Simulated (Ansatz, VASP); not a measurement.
Mo in VASP and in Ansatz

Contents of INCAR:

```
PREC     = Accurate       # precision mode
ENCUT    = 520            # plane-wave cutoff, eV
EDIFF    = 1E-6           # SCF threshold, eV
ISMEAR   = -1             # smearing method
SIGMA    = 0.1            # smearing width, eV
LREAL    = F              # projectors in reciprocal space
LASPH    = T              # aspherical terms in the spheres
NELM     = 80             # most SCF steps
ALGO     = Normal         # electronic algorithm
ISIF     = 2              # what is computed and relaxed
LWAVE    = F              # write WAVECAR
LCHARG   = T              # write CHGCAR
GGA      = RP             # functional
LELF     = T              # ELF
LVHAR    = T            
NBANDS   = 13             # bands
```

The input KPOINTS:

```
Automatic mesh
0
Gamma
  23 23 23
```

POSCAR

```
Mo
1.0
   -1.6496468869      1.6496468869      1.6496468869
    1.6496468869     -1.6496468869      1.6496468869
    1.6496468869      1.6496468869     -1.6496468869
Mo
1
Direct
    0.0000000000      0.0000000000      0.0000000000
```

Input for Ansatz:

```yaml
crystal:
  lattice:
    - [-1.6496468876, 1.6496468876, 1.6496468876]
    - [1.6496468876, -1.6496468876, 1.6496468876]
    - [1.6496468876, 1.6496468876, -1.6496468876]
  atoms:
    - { symbol: Mo, position: [0.0, 0.0, 0.0] }
hamiltonian:
  xc: rpbe
  pseudopotentials:
    kind: paw
    azcp:
      Mo: "pseudopotentials/Mo.paw.azcp"
basis:
  ecutwfc: 420
  fft_grid_basis: typed
kpoints:
  mp_grid: { grid: [23, 23, 23], shift: [0, 0, 0] }
magnetization:
  spin_polarized: false
scf:
  occupations: { method: fermi_dirac, width: 0.1 }
output:
  stress: true
```

Alike in both runs: task single point; functional RPBE; k mesh 23 × 23 × 23; occupations fermi-dirac, width 0.1 eV; no spin polarisation.

```csv
,VASP,Ansatz
version,VASP 6.6.1,Ansatz 0.2.0
potentials or method,"VASP PAW PBE potentials, release 64 (Mo_sv)","plane waves (420 eV) with PAW, scalar-relativistic"
plane-wave cutoff (eV),520,420
valence electrons in the cell,14,14
```

|  | VASP | Ansatz | Ansatz less VASP |
| --- | --- | --- | --- |
| pressure (GPa) | -22.0 | -22.3 | -0.31 |

Caveats: so large a pressure means that the cell lies far from this level's equilibrium, or that cutoff or potentials fall short (VASP); the potentials were made for another functional, which shifts forces and pressure (VASP).
